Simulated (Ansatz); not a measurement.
MnO:

```
Mn O
1.0
     0.00000    2.22200    2.22200
     2.22200    0.00000    2.22200
     2.22200    2.22200    0.00000
Mn O
1 1
Cartesian
  0.0000 0.0000 0.0000
  2.2220 2.2220 2.2220
```

Base run:

```yaml
Program: Ansatz 0.2.0
Functional: PBE
Potentials_or_basis: Ansatz PAW
Cutoff: "420 eV (not typed: the program's choice for these potentials)"
k_mesh: 10 × 10 × 10
Occupations: fermi-dirac, width 0.05 eV
Spin: no spin polarisation
```

Its results: band gap on the k mesh none (metal or under the smearing width); pressure -33.8 GPa.

The run is repeated on the same cell with these changes: spin from no spin polarisation to collinear spin, random start. What comes out?

Band gap on the k mesh none (metal or under the smearing width); pressure 0.4 GPa; net moment -4.79 μB per cell; site moments Mn -4.06; O -0.24 μB.

Caveats: semilocal functionals often make such compounds metallic where correlation or magnetic order opens a gap, which also shifts bond lengths; a pressure of tens of GPa on the cell as given is suspect, and the run, the potentials or the cell itself is likely at fault (some runs); an odd number of electrons without spin polarisation forces a metal (some runs); a magnetic or distorted state may lie lower (some runs); a cell with one magnetic atom can't hold antiferromagnetic order, which such compounds often take (some runs).
